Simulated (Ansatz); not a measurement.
# What a trial cell of S relaxes into

The calculation used DFT PBEsol, scalar-relativistic, plane waves, PAW (Ansatz 0.2.0). Cutoff 420 eV, Γ-centred k mesh, Gaussian smearing, no spin polarisation in the final step.

The start puts S on the hcp structure type (P6_3/mmc, No. 194), at a guessed volume.

```
S
1.0
     3.50330    0.00000    0.00000
    -1.75165    3.03395    0.00000
     0.00000    0.00000    5.68605
S
2
Direct
  0.33333 0.66667 0.25000
  0.66667 0.33333 0.75000
```

Steps on the 6×6×4 mesh (2 atoms). 12 of 14 steps are shown, and the free energy counts from the last. Trial steps that were taken back and renewals of the plane-wave basis can be among the rows.

```
step  ΔF (meV/atom) V (Å³/atom) P (GPa)
   1         1660.7        30.22   -13.24
   2         1332.5        26.55   -15.01
   3         1009.2        23.31   -15.92
   5          502.6        18.68   -13.19
   6          297.9        17.38   -11.23
   7          143.5        16.16    -6.43
   8           36.8        15.35    -0.83
   9           22.7        14.75     7.00
  10           26.7        17.00    -5.05
  12           -0.1        15.65    -0.36
  13           -0.3        15.57    -0.05
  14            0.0        15.57    -0.05
```

Steps on the 6×6×6 mesh (2 atoms). 4 of 4 steps are shown, and the free energy counts from the last.

```csv
step,ΔF (meV/atom),V (Å³/atom),P (GPa)
1,6.9,15.57,1.05
2,1.7,15.99,0.77
3,0.0,16.01,0.00
4,0.0,16.01,0.01
```

A final relaxation ran on a 21×21×16 mesh. The relaxed crystal, P6_3/mmc (No. 194):

```cif
data_structure
_symmetry_space_group_name_H-M 'P6_3/mmc'
_symmetry_Int_Tables_number 194
_cell_length_a 3.2703
_cell_length_b 3.2703
_cell_length_c 3.4708
_cell_angle_alpha 90.000
_cell_angle_beta 90.000
_cell_angle_gamma 120.000
_cell_volume 32.15
loop_
_atom_site_label
_atom_site_type_symbol
_atom_site_symmetry_multiplicity
_atom_site_Wyckoff_symbol
_atom_site_fract_x
_atom_site_fract_y
_atom_site_fract_z
_atom_site_occupancy
S1 S 2 c 0.33333 0.66667 0.25000 1
```

* Volume per atom: 16.07 Å³
* Density: 3.31 g/cm³
* Energy over the standard structure: 0.63 eV/atom
* Gap on the 21×21×16 mesh: 0 eV (a metal)

Energies count from the standard state of S at the same level.

The final run used a 21×21×16 mesh on its 2-atom cell and 0.10 eV smearing. The k mesh leaves about 4 meV/atom of noise in metals.

Symmetry constrained the relaxation, so the result can be a saddle point.